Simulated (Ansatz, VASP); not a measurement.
**GaN: VASP beside Ansatz**

INCAR

```
PREC = Accurate
ENCUT = 520
EDIFF = 1E-6
ISMEAR = 0
SIGMA = 0.01
LREAL = False
LASPH = True
NELM = 60
ALGO = Normal
ISIF = 2
LWAVE = False
LCHARG = False
GGA = PE
NBANDS = 16
```

Contents of KPOINTS:

```
regular mesh
0
Gamma
  3 3 3
```

POSCAR

```
GaN
1.0
    0.0000000000      2.1085153689      2.1085153689
    2.1085153689      0.0000000000      2.1085153689
    2.1085153689      2.1085153689      0.0000000000
Ga N
1 1
Direct
    0.5000000000      0.5000000000      0.5000000000
    0.0000000000      0.0000000000      0.0000000000
```

Input for Ansatz:

```yaml
crystal:
  lattice:
    - [0.0, 2.1085153689, 2.1085153689]
    - [2.1085153689, 0.0, 2.1085153689]
    - [2.1085153689, 2.1085153689, 0.0]
  atoms:
    - { symbol: Ga, position: [0.5, 0.5, 0.5] }
    - { symbol: "N", position: [0.0, 0.0, 0.0] }
kpoints:
  mp_grid: { grid: [3, 3, 3] }
hamiltonian:
  xc: pbe
scf:
  occupations: { method: fixed }
  n_extra_bands: 4
output:
  forces: true
  stress: true
  eigenvalues: true
```

Alike in both runs: task single point; functional PBE; k mesh 3 × 3 × 3; no spin polarisation.

```csv
,VASP,Ansatz
version,VASP 6.6.1,Ansatz 0.2.0
potentials or method,"VASP PAW PBE potentials, release 64 (Ga_d, N)",plane waves
plane-wave cutoff (eV),520,420
occupations,"gaussian, width 0.01 eV",fixed
valence electrons in the cell,18,18
```

Ansatz gave:

```
gap on the k mesh at the Fermi level (eV) : 2.51
pressure (GPa)                            : 7.7
```

Question: What did VASP give for the same quantities?

Answer: gap on the k mesh at the Fermi level (eV): 2.51; pressure (GPa): 8.5.

Caveats: the k mesh is coarse (spacing up to 0.86 Å⁻¹), so the values aren't converged; an odd mesh through Γ misses points on the zone boundary, where band edges often lie. A hybrid or GW would open this gap; PBE tends to underestimate it.
